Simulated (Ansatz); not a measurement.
**ZrSi2 under changes of volume**

One of the cells (16.710 Å³/atom); the others are scaled copies at fixed shape and fractional positions:

```
Zr Si
1.0
     1.85300   -7.36750    0.00000
     1.85300    7.36750    0.00000
     0.00000    0.00000    3.67200
Zr Si
2 4
Cartesian
  1.8530 5.8144 0.9180
  1.8530 -5.8144 2.7540
  1.8530 -3.6896 0.9180
  1.8530 3.6896 2.7540
  1.8530 0.7692 0.9180
  1.8530 -0.7692 2.7540
```

```yaml
Program: Ansatz 0.2.0
Functional: PBE
Potentials_or_basis: Ansatz PAW
Cutoff: "420 eV (not typed: the program's choice for these potentials)"
k_mesh: 7 × 7 × 7
Occupations: fermi-dirac, width 0.05 eV
Spin: no spin polarisation
```

```tsv
volume (Å³/atom)	energy over the lowest point (meV/atom)	pressure (GPa)	largest force (eV/Å)
15.707	?	?	?
16.042	15.55	6.8	0.318
16.376	4.69	3.7	0.247
16.710	0.00	0.9	0.183
17.044	0.88	-1.7	0.128
17.378	6.83	-4.0	0.081
17.713	17.36	-6.1	0.099
```

**Question.** What does the run at 15.707 Å³/atom give?

**Answer.** Energy over the lowest point 33.27 meV/atom; pressure 10.3 GPa; largest force 0.394 eV/Å.

Worked out: A Birch-Murnaghan fit of order 3 (a polynomial in V^(-2/3)) to the other rows has its minimum at 16.82 Å³/atom with B0 = V·E''(V) = 130 GPa and B' = 4.1 at fixed shape and positions, which overstates the stiffness. It gives 33.31 meV/atom at 15.707 Å³/atom, against the run's 33.27, and -dE/dV = 10.3 GPa, against 10.3.

Energies are extrapolated to zero smearing.
